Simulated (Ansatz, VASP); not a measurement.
**Cross-check of NiC214 between VASP and Ansatz**

Aim: how closely do two programs agree when they are given the same cell, functional and k mesh? The cell is taken from a series of runs on this material, whose earlier steps may have relaxed, scaled, displaced or heated it; both programs get it as it stands.

Method: plane waves, with VASP 6.6.1 beside it; single point at LDA, in Ansatz 0.2.0.

## (1) The starting structure

The cell holds 215 atoms: 214 C and 1 Ni. Cell: a = 10.595 Å, b = 10.595 Å, c = 10.595 Å, α = 90.0°, β = 90.0°, γ = 90.0°. It derives from C (C (Fd-3m)). Nearest the centre at fractional (0.375, 0.375, 0.375): Ni215 at 0.05 Å, C78 at 1.98 Å, C106 at 1.98 Å, C16 at 1.98 Å, C107 at 1.99 Å, C105 at 1.99 Å, C31 at 1.99 Å, C99 at 2.62 Å.

## (2) Ansatz: single point, LDA

Ansatz runs on its default PAW (the set named soft_2) files.

With cell and atoms fixed, the geometry can't cause a difference; cores, projectors, grids and the points listed under the comparison can.

Input file input.yaml:

```yaml
crystal:
  lattice:
    - [10.5951881, 0.0, 0.0]
    - [0.0, 10.5951881, 0.0]
    - [0.0, 0.0, 10.5951881]
  atoms:
    - { symbol: C, position: [0.00035888186, 0.00017838727, 0.00041542287] }
    - { symbol: C, position: [0.00087289818, 0.16705390775, 0.16733500761] }
    - { symbol: C, position: [0.16730684, 0.00074183936, 0.16736291793] }
    - { symbol: C, position: [0.16727876694, 0.16705344051, 0.00093193898] }
    - { symbol: C, position: [0.08389681116, 0.08369874161, 0.08395446878] }
    - { symbol: C, position: [0.08442859725, 0.25075191717, 0.2509953742] }
    - { symbol: C, position: [0.25101006778, 0.08431496249, 0.2510663331] }
    - { symbol: C, position: [0.25093821604, 0.25075175154, 0.08448682157] }
    - { symbol: C, position: [0.00040947828, 0.00021056243, 0.33366984683] }
    - { symbol: C, position: [2.30881e-05, 0.16660403941, 0.50044901873] }
    - { symbol: C, position: [0.16677545703, -0.00020737253, 0.50047712713] }
    - { symbol: C, position: [0.1687885823, 0.16858710303, 0.33455454418] }
    - { symbol: C, position: [0.08361671413, 0.08340377049, 0.41739304746] }
    - { symbol: C, position: [0.0823989583, 0.24967812192, 0.58463444525] }
    - { symbol: C, position: [0.24990653765, 0.08208076767, 0.58469449816] }
    - { symbol: C, position: [0.24753091414, 0.24696409909, 0.42345284914] }
    - { symbol: C, position: [5.968302e-05, -0.00012596241, 0.66701980195] }
    - { symbol: C, position: [0.00019746272, 0.1665927131, 0.83387251116] }
    - { symbol: C, position: [0.16678867948, 1.311636e-05, 0.83389048571] }
    - { symbol: C, position: [0.16656719688, 0.16634751199, 0.66733538642] }
    - { symbol: C, position: [0.08338154564, 0.08318651294, 0.75062744132] }
    - { symbol: C, position: [0.08369323813, 0.25005908955, 0.91728787877] }
    - { symbol: C, position: [0.25025563969, 0.08351610986, 0.91731457837] }
    - { symbol: C, position: [0.25005936461, 0.24986334857, 0.75041829777] }
    - { symbol: C, position: [0.00023559691, 0.33341641917, 0.00029284006] }
    - { symbol: C, position: [-0.00010536262, 0.50023504224, 0.16673380222] }
    - { symbol: C, position: [0.16822898276, 0.33419261598, 0.16828707495] }
    - { symbol: C, position: [0.16667587549, 0.50023504852, -4.907632e-05] }
    - { symbol: C, position: [0.08334595345, 0.4170964773, 0.08340283855] }
    - { symbol: C, position: [0.08222977058, 0.58448285255, 0.24985902835] }
    - { symbol: C, position: [0.24647671309, 0.42279135728, 0.24652691965] }
    - { symbol: C, position: [0.24980233556, 0.58448279731, 0.082284394] }
    - { symbol: C, position: [0.00030558095, 0.33345365557, 0.33368907188] }
    - { symbol: C, position: [-0.0001735952, 0.49994740627, 0.50018839588] }
    - { symbol: C, position: [0.16603606379, 0.33317257836, 0.50119070081] }
    - { symbol: C, position: [0.16560570314, 0.50098166999, 0.33311204241] }
    - { symbol: C, position: [0.08323496219, 0.41670669063, 0.41695557377] }
    - { symbol: C, position: [0.08287439739, 0.58344404607, 0.58374119245] }
    - { symbol: C, position: [0.2489601727, 0.41689883143, 0.58462838751] }
    - { symbol: C, position: [0.24908180778, 0.58411194501, 0.4170042325] }
    - { symbol: C, position: [-0.00053582273, 0.33323975034, 0.66738465029] }
    - { symbol: C, position: [-0.00036288773, 0.5000100552, 0.83362478498] }
    - { symbol: C, position: [0.16666760222, 0.33327746403, 0.8337734245] }
    - { symbol: C, position: [0.16551387885, 0.50014046283, 0.66804808751] }
    - { symbol: C, position: [0.08278845965, 0.41661511855, 0.7508433239] }
    - { symbol: C, position: [0.08316921849, 0.58346600436, 0.91672861956] }
    - { symbol: C, position: [0.25011691318, 0.41668610224, 0.91689469189] }
    - { symbol: C, position: [0.249755564, 0.58328494097, 0.75033173267] }
    - { symbol: C, position: [3.475448e-05, 0.66681114166, 9.18749e-05] }
    - { symbol: C, position: [0.00021198575, 0.83368642895, 0.16684145322] }
    - { symbol: C, position: [0.16650743148, 0.66715853205, 0.16656456333] }
    - { symbol: C, position: [0.16678399367, 0.83368710093, 0.00026983469] }
    - { symbol: C, position: [0.08336502352, 0.75043251729, 0.08342270929] }
    - { symbol: C, position: [0.08373796179, 0.91708905786, 0.25032614845] }
    - { symbol: C, position: [0.25005356996, 0.75016913701, 0.25011216003] }
    - { symbol: C, position: [0.25026894407, 0.91708964911, 0.08379626388] }
    - { symbol: C, position: [-0.00058863455, 0.66720093992, 0.33343985391] }
    - { symbol: C, position: [-0.00029100545, 0.83338618685, 0.50026011338] }
    - { symbol: C, position: [0.16558599442, 0.66762668497, 0.50042363781] }
    - { symbol: C, position: [0.16670321819, 0.83353589429, 0.33354645135] }
    - { symbol: C, position: [0.08284994965, 0.75053803018, 0.41683498557] }
    - { symbol: C, position: [0.08321480138, 0.91650412692, 0.58368729917] }
    - { symbol: C, position: [0.24979253755, 0.75002154018, 0.58351131309] }
[... 36 lines left out ...]
    - { symbol: C, position: [0.50113493272, 0.33317087572, 0.16608918237] }
    - { symbol: C, position: [0.50012986395, 0.49994617699, -0.00011717632] }
    - { symbol: C, position: [0.41689773177, 0.41670638683, 0.08329188087] }
    - { symbol: C, position: [0.41693561953, 0.58409900609, 0.24914175993] }
    - { symbol: C, position: [0.58456652122, 0.41689215208, 0.24901330897] }
    - { symbol: C, position: [0.58368189264, 0.58344199107, 0.08293282216] }
    - { symbol: C, position: [0.32709543066, 0.50283406157, 0.50362313933] }
    - { symbol: C, position: [0.50268515796, 0.32656242795, 0.50274027839] }
    - { symbol: C, position: [0.50354790212, 0.50280603972, 0.32714438556] }
    - { symbol: C, position: [0.41575961019, 0.58149951204, 0.58180394783] }
    - { symbol: C, position: [0.58133302756, 0.41547268026, 0.58139109151] }
    - { symbol: C, position: [0.58173073259, 0.58148404884, 0.41581473627] }
    - { symbol: C, position: [0.33326036573, 0.33306841044, 0.66700975352] }
    - { symbol: C, position: [0.33330343581, 0.49986714175, 0.83340060524] }
    - { symbol: C, position: [0.50003384868, 0.33312486227, 0.83339080791] }
    - { symbol: C, position: [0.49922116962, 0.49901021862, 0.6657822151] }
    - { symbol: C, position: [0.41652302241, 0.41633450439, 0.7499246027] }
    - { symbol: C, position: [0.41670505114, 0.58331397028, 0.91652546442] }
    - { symbol: C, position: [0.58349142831, 0.4165141415, 0.91652038743] }
    - { symbol: C, position: [0.58291437896, 0.58269425282, 0.74934363855] }
    - { symbol: C, position: [0.33338186866, 0.66720109265, -0.00053172164] }
    - { symbol: C, position: [0.33348818818, 0.83353607113, 0.16676111685] }
    - { symbol: C, position: [0.50036345295, 0.66762059288, 0.16564550666] }
    - { symbol: C, position: [0.50020233087, 0.83338685642, -0.00023131127] }
    - { symbol: C, position: [0.41677573281, 0.75053686828, 0.08290890046] }
    - { symbol: C, position: [0.41688184153, 0.91666305261, 0.25021549308] }
    - { symbol: C, position: [0.58344832766, 0.75001712034, 0.24985176983] }
    - { symbol: C, position: [0.58362842713, 0.91650464313, 0.08327390192] }
    - { symbol: C, position: [0.33330219296, 0.66675374977, 0.33336083976] }
    - { symbol: C, position: [0.33332482703, 0.83314561346, 0.50012202973] }
    - { symbol: C, position: [0.49925047066, 0.66554391876, 0.4993098813] }
    - { symbol: C, position: [0.50006226024, 0.83314495877, 0.33338362893] }
    - { symbol: C, position: [0.41656011354, 0.74968357358, 0.41661975905] }
    - { symbol: C, position: [0.41672865299, 0.91627434096, 0.58357768104] }
    - { symbol: C, position: [0.58293193704, 0.74911622249, 0.58298900793] }
    - { symbol: C, position: [0.58351856632, 0.91627420292, 0.41678710691] }
    - { symbol: C, position: [0.33288261756, 0.66651749789, 0.66679529524] }
    - { symbol: C, position: [0.33332954951, 0.83324595326, 0.83348994681] }
    - { symbol: C, position: [0.49992769724, 0.66628557399, 0.83299120011] }
    - { symbol: C, position: [0.49993725832, 0.83275573807, 0.66654868428] }
    - { symbol: C, position: [0.41658027288, 0.74968404357, 0.74994314681] }
    - { symbol: C, position: [0.41685654036, 0.91662790695, 0.91689004027] }
    - { symbol: C, position: [0.58340385659, 0.74979070112, 0.91640246301] }
    - { symbol: C, position: [0.58340242539, 0.91617685447, 0.75004928209] }
    - { symbol: C, position: [0.66696216695, -0.00012565911, 0.00011735448] }
    - { symbol: C, position: [0.66727711467, 0.16634857736, 0.16662367855] }
    - { symbol: C, position: [0.83383187314, 1.237677e-05, 0.16684555936] }
    - { symbol: C, position: [0.83381597312, 0.16659279819, 0.00025335134] }
    - { symbol: C, position: [0.75056967768, 0.08318680832, 0.08343813122] }
    - { symbol: C, position: [0.75036012108, 0.24986347904, 0.25011657903] }
    - { symbol: C, position: [0.91725540166, 0.08351555536, 0.25031308609] }
    - { symbol: C, position: [0.91723014713, 0.2500598212, 0.08374978512] }
    - { symbol: C, position: [0.6673712064, -0.00076274109, 0.3334611452] }
    - { symbol: C, position: [0.66783951481, 0.1654062487, 0.50033719381] }
    - { symbol: C, position: [0.83360182937, -0.00048129507, 0.50024967501] }
    - { symbol: C, position: [0.83372462469, 0.16648771302, 0.33352468472] }
    - { symbol: C, position: [0.7507410909, 0.08264854538, 0.416832295] }
    - { symbol: C, position: [0.75017533531, 0.24958943912, 0.5834473322] }
    - { symbol: C, position: [0.91671317179, 0.08303321457, 0.58367880415] }
    - { symbol: C, position: [0.91685579471, 0.24994601899, 0.41691894302] }
    - { symbol: C, position: [0.66680409398, -0.00056295433, 0.66686214586] }
    - { symbol: C, position: [0.66695437277, 0.16637846508, 0.83353809031] }
    - { symbol: C, position: [0.8335045395, -0.00014874176, 0.83356121855] }
    - { symbol: C, position: [0.83348158021, 0.16637898135, 0.66701064651] }
    - { symbol: C, position: [0.75012269562, 0.08303673688, 0.75017925543] }
    - { symbol: C, position: [0.75046008793, 0.24979227774, 0.91665218148] }
    - { symbol: C, position: [0.9169718838, 0.08329273821, 0.91702833954] }
    - { symbol: C, position: [0.91659714079, 0.24979230585, 0.75051599937] }
    - { symbol: C, position: [0.66732838054, 0.33323947886, -0.00048106726] }
    - { symbol: C, position: [0.6679892468, 0.50013815767, 0.16557110208] }
    - { symbol: C, position: [0.83371555623, 0.33327767418, 0.16672327267] }
    - { symbol: C, position: [0.83356890404, 0.50000988342, -0.00030664119] }
    - { symbol: C, position: [0.75078621929, 0.4166148487, 0.08284430954] }
    - { symbol: C, position: [0.75027228894, 0.58328212242, 0.24981301485] }
    - { symbol: C, position: [0.91683781865, 0.41668591673, 0.25017286304] }
    - { symbol: C, position: [0.91667187603, 0.58346576133, 0.0832265096] }
    - { symbol: C, position: [0.66694930877, 0.33306710123, 0.33331733281] }
    - { symbol: C, position: [0.66572175334, 0.49900683396, 0.49927699132] }
    - { symbol: C, position: [0.83333420253, 0.33312503305, 0.50009100971] }
    - { symbol: C, position: [0.83334290982, 0.49986629089, 0.33336049355] }
    - { symbol: C, position: [0.74986504058, 0.41633341276, 0.41657998946] }
    - { symbol: C, position: [0.74928351781, 0.58269249204, 0.5829694261] }
    - { symbol: C, position: [0.91646401122, 0.41651415481, 0.58354829487] }
    - { symbol: C, position: [0.91646846678, 0.58331355062, 0.41676201928] }
    - { symbol: C, position: [0.66653507253, 0.33265618562, 0.66659090671] }
    - { symbol: C, position: [0.66645835353, 0.49973479456, 0.83296880076] }
    - { symbol: C, position: [0.83333020928, 0.33314549815, 0.83338585977] }
    - { symbol: C, position: [0.83291162902, 0.49973494072, 0.66651462555] }
    - { symbol: C, position: [0.74975164383, 0.41637777904, 0.74980813349] }
    - { symbol: C, position: [0.74997240556, 0.58320955756, 0.91637961851] }
    - { symbol: C, position: [0.91671013334, 0.41666903133, 0.91676630457] }
    - { symbol: C, position: [0.91632222308, 0.58320947124, 0.7500291132] }
    - { symbol: C, position: [0.66681178945, 0.66662548471, -0.00035470913] }
    - { symbol: C, position: [0.6669790088, 0.83329768571, 0.16661153627] }
    - { symbol: C, position: [0.83350370129, 0.66682124369, 0.16659392816] }
    - { symbol: C, position: [0.83350563978, 0.83333620551, 7.899827e-05] }
    - { symbol: C, position: [0.75013282099, 0.74995480513, 0.08326028042] }
    - { symbol: C, position: [0.75050820513, 0.91640889185, 0.25005447015] }
    - { symbol: C, position: [0.91661442572, 0.75034538056, 0.25003849543] }
    - { symbol: C, position: [0.91697718148, 0.91680459946, 0.08353050488] }
    - { symbol: C, position: [0.66673095784, 0.66650962166, 0.33293848441] }
    - { symbol: C, position: [0.66648979089, 0.83275465057, 0.49999449522] }
    - { symbol: C, position: [0.8329320578, 0.66628433766, 0.49998427437] }
    - { symbol: C, position: [0.83342934274, 0.8332432655, 0.33338732226] }
    - { symbol: C, position: [0.74988046342, 0.74967888166, 0.41663782741] }
    - { symbol: C, position: [0.74999101789, 0.91617630829, 0.58345980935] }
    - { symbol: C, position: [0.91634336551, 0.74978986923, 0.58346077614] }
    - { symbol: C, position: [0.91682924499, 0.91662571157, 0.4169148648] }
    - { symbol: C, position: [0.6662955004, 0.6660993557, 0.66635309577] }
    - { symbol: C, position: [0.66670541959, 0.83302908529, 0.8332617265] }
    - { symbol: C, position: [0.83319344611, 0.66652890961, 0.8332502006] }
    - { symbol: C, position: [0.83320408184, 0.83302877478, 0.66676237722] }
    - { symbol: C, position: [0.74982275618, 0.74963830241, 0.74987954909] }
    - { symbol: C, position: [0.7501519354, 0.91649529655, 0.91672837376] }
    - { symbol: C, position: [0.91666409662, 0.74998279874, 0.91672154943] }
    - { symbol: C, position: [0.91667090711, 0.91649516998, 0.75020920552] }
    - { symbol: Ni, position: [0.37280932971, 0.37920151031, 0.37298274867] }
  host:
    repeats: [3, 3, 3]
    atoms:
      - { symbol: C, position: [0.0, 0.0, 0.0] }
      - { symbol: C, position: [0.0, 0.5, 0.5] }
      # ... 6 more atoms of the perfect host
basis:
  ecutwfc: 420
  xc_grid: 2
hamiltonian:
  xc: lda
kpoints:
  mp_grid: { grid: [1, 1, 1] }
magnetization:
  spin_polarized: true
  initial_magnetization: 2
  spin_locking: { lock_magnetization: hard }
scf:
  occupations: { method: fermi_dirac, width: 0.01 }
  max_iter: 100
  n_extra_bands: 16
  lower_state_search: "off"
output:
  forces: true
checkpoint:
  read: "../exc.ground.q0_M2.run"
  write: "../exc0_q0_M2.ground.l0.33.run"
  compress: false
  write_wavefunctions: false
  write_every: 100000
```

Command:

```bash
$ ansatz run input.yaml --threads 12 --pin off --max-ram 56524MiB --backend cuda --events-out ev --progress --plain --runs-dir out
```

The program printed:

```text
Warning: the band count 454 (scf.n_extra_bands) hosts the net moment |M| = 2.0000 μB (N_el = 874) but caps the reachable moment at 2·n_bands − N_el = 34.0000 μB, below the 653 bands that the automatic [...]
Warning: checkpoint.read: the run can stay near the saved state's solution: 215 site(s) moved relative to the saved geometry (max |Δs| = 4.186e-3 fractional); the SCF starts from the saved state under [...]
[...]
Engine: ansatz 0.2.0, aarch64-unknown-linux-gnu
[...]
Pseudopotential: C, paw, valence charge 4, recommended cutoff 420 eV (normal), C.paw.azcp
Pseudopotential: Ni, paw, valence charge 18, recommended cutoff 420 eV (normal), Ni.paw.azcp
Functional definition: SPW92
[...]
Crystal: 215 atoms, lattice volume = 1189.395 Å³
Basis set: ecut = 420 eV, 23127 PW (Γ), exchange–correlation on 144×144×144 points (8 copies of the dense FFT grid, shifted against one another)
[...]
k-points: 1
[...]
Functional: x = slater, c = lda
[...]
SCF iter   1: F=—  HF=-57766.117763 eV  |F-HF|=—  |Δ(HF+E_count)|=         —  Δρ=1.70e-3 (↑1.68e-3 ↓1.70e-3)  dr2=7.33e-2  dr2_m=4.04e-3  M=2.000 μB ∫|m|=2.189 μB  β_m=0.30  ethr=8.39e-6  ⟨swp⟩=2.5  H [...]
preconditioner: auto → Resta (q_TF=auto, 2.592 Å⁻¹)  ε∞=6.9  [insulator: Δε(μ)=0.411 eV  Ē_g=13.032 eV  σ=0.010 eV  W_gap=1.00  n_scr=364 (ndim 8)  ℏωp=31.7 eV  f_vac=0.000  D(μ)=0.00/eV (n_scr^D=0)   [...]
spin=Collinear: Resta preconditioning applied to the charge; magnetization (m = ρ↑ − ρ↓) channel mixes plain (no charge-response kernel on spin).
SCF iter   2: F=—  HF=-57766.107659 eV  |F-HF|=—  |Δ(HF+E_count)|=   1.01e-2  Δρ=1.20e-3 (↑1.15e-3 ↓1.20e-3)  dr2=2.69e-2  dr2_m=2.36e-3  M=2.000 μB ∫|m|=2.187 μB  β_m=0.54  ethr=8.38e-6  ⟨swp⟩=3.0  H [...]
[...]
SCF 1 converged in 9 iterations: F = -57766.106025 eV  dr2 = 6.95e-9
[...]
SCF converged after 9 iterations
[...]
```

[end of part 1 of 2]

[Lines on the potential files, build, host, timing and source positions are cut from VASP's logs without a mark.]

[Logs are printed without paths, hosts, clocks, repeated set-up lines and the standing remarks that a program may print on its own settings, such as how far it seeks lower states.]

[Hosts, paths, dates, database ids (printed as entryN), source tags and the programs' standing remarks are cut or masked in the printed files.]
